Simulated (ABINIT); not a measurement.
Crystal: Pd.

```xyz
1
Lattice="0.0000 1.9465 1.9465 1.9465 0.0000 1.9465 1.9465 1.9465 0.0000" Properties=species:S:1:pos:R:3 pbc="T T T"
Pd    0.0000    0.0000    0.0000
```

Base run:

```yaml
Program: ABINIT 10.8.3 (patched build)
Functional: BLYP
Potentials_or_basis: JTH PAW PBE v2.0
Cutoff: 626 eV
k_mesh: 12 × 12 × 12
Occupations: fermi-dirac, width 0.05 eV
Spin: no spin polarisation
```

Its results: band gap on the k mesh none (metal or under the smearing width); pressure 18.2 GPa.

The run is repeated on the same cell with these changes: functional from BLYP to RPBE. What comes out?

Band gap on the k mesh none (metal or under the smearing width); pressure 11.4 GPa.

Caveats: so large a pressure means that the cell lies far from this level's equilibrium, or that cutoff or potentials fall short (some runs); the potentials were made for another functional, which shifts forces and pressure (some runs); the PAW data sets were made with another functional, which shifts forces and pressure a little (some runs).

Not every run made on this cell is shown here.
